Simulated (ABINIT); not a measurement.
Runs of ABINIT 10.8.3 (patched build) on Si2W. It takes space group I4/mmm (No. 139, tetragonal). Conventional cell: a = 3.214 Å, b = 3.214 Å, c = 7.830 Å, α = 90.00°, β = 90.00°, γ = 90.00°. W (site symmetry 4/mmm) is surrounded by 10 Si at 2.62 Å. Around Si (site symmetry 4mm) lie 5 Si at 2.59 to 2.63 Å and 5 W at 2.62 Å. 

| task | level | potentials or basis | cell | cutoff (eV) | cell freedom (optcell) | optimiser (ionmov) | cutoff smearing ecutsm (Ha) | force stop (Ha/bohr) | gap on the mesh (eV) | pressure (GPa) | relaxed volume (Å³/atom) | largest force (eV/Å) |
| --- | --- | --- | --- | --- | --- | --- | --- | --- | --- | --- | --- | --- |
| single point | PBE | PseudoDojo NC SR PBE v0.4.1 standard | as given | 816 | - | - | - | - | none | 3.2 | - | 0.04 |
| relaxation of cell and atoms | PBEsol | PseudoDojo NC SR PBEsol v0.4.1 standard | relaxed | 1007 | 2 | 2 | 0.5 | 2e-05 | none | 0.0 | 13.37 | - |
| relaxation of cell and atoms | PBE | PseudoDojo NC SR PBE v0.4.1 standard | relaxed | 1007 | 2 | 2 | 0.5 | 2e-05 | none | 0.0 | 13.68 | - |
| single point | LDA | PseudoDojo NC SR LDA v0.4.1 standard | as given | 816 | - | - | - | - | none | (a) | - | (b) |
| relaxation of cell and atoms | LDA | PseudoDojo NC SR LDA v0.4.1 standard | relaxed | 952 | 2 | 2 | 0.5 | 2e-05 | none | 0.0 | 13.12 | - |

Alike in all rows: no spin polarisation; k mesh 9 × 9 × 9; smearing fermi-dirac 0.05 eV.

Problem. Fill in the values left out.

Solution. (a) -6.4; (b) 0.09.

A k mesh can miss the band edges, and the runs leave out spin-orbit coupling on W.

A gap of «none» marks a metal or a gap under the smearing width.

Not every run made on this cell is shown here.
